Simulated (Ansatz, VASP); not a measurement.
**Sb: VASP beside Ansatz**

The input INCAR:

```
PREC = Accurate
ENCUT = 520
EDIFF = 1E-6
ISMEAR = -1
SIGMA = 0.1
LREAL = F
LASPH = T
NELM = 60
ALGO = Normal
ISIF = 2
LWAVE = F
LCHARG = T
GGA = PS
LELF = T
LVHAR = T
NBANDS = 12
```

KPOINTS

```
Automatic mesh
0
Gamma
  9 9 9
```

Contents of POSCAR:

```
Sb
1.0
    0.0000000000      3.5723219533      3.5723219533
    3.5723219533      0.0000000000      3.5723219533
    3.5723219533      3.5723219533      0.0000000000
Sb
2
Direct
    0.1250000000      0.1250000000      0.1250000000
    0.8750000000      0.8750000000      0.8750000000
```

Input for Ansatz:

```yaml
crystal:
  lattice:
    - [0.0, 3.5723219533, 3.5723219533]
    - [3.5723219533, 0.0, 3.5723219533]
    - [3.5723219533, 3.5723219533, 0.0]
  atoms:
    - { symbol: Sb, position: [0.125, 0.125, 0.125] }
    - { symbol: Sb, position: [0.875, 0.875, 0.875] }
hamiltonian:
  xc: pbesol
  pseudopotentials:
    kind: paw
    azcp:
      Sb: "pseudopotentials/Sb.paw.azcp"
basis:
  ecutwfc: 420
  fft_grid_basis: typed
kpoints:
  mp_grid: { grid: [9, 9, 9], shift: [0, 0, 0] }
magnetization:
  spin_polarized: false
scf:
  occupations: { method: fermi_dirac, width: 0.1 }
  lower_state_search: "off"
output:
  stress: true
  write_density: true
  write_potential: true
  elf: true
  volumetric_format: npy
```

Alike in both runs: task single point; functional PBEsol; k mesh 9 × 9 × 9; occupations fermi-dirac, width 0.1 eV; no spin polarisation.

|  | VASP | Ansatz |
| --- | --- | --- |
| version | VASP 6.6.1 | Ansatz 0.2.0 |
| potentials or method | VASP PAW PBE potentials, release 64 (Sb) | plane waves (420 eV) with PAW, scalar-relativistic |
| plane-wave cutoff (eV) | 520 | 420 |
| valence electrons in the cell | 10 | 30 |

|  | VASP | Ansatz | Ansatz less VASP |
| --- | --- | --- | --- |
| pressure (GPa) | -3.1 | -3.2 | -0.04 |

The two sets of potentials don't hold the same shells in valence. Ansatz warned: «pseudo_functional_mismatch».

Caveats: the PAW data sets were made with another functional, which shifts forces and pressure a little (VASP). Spin-orbit coupling is left out, which matters for the levels of Sb.
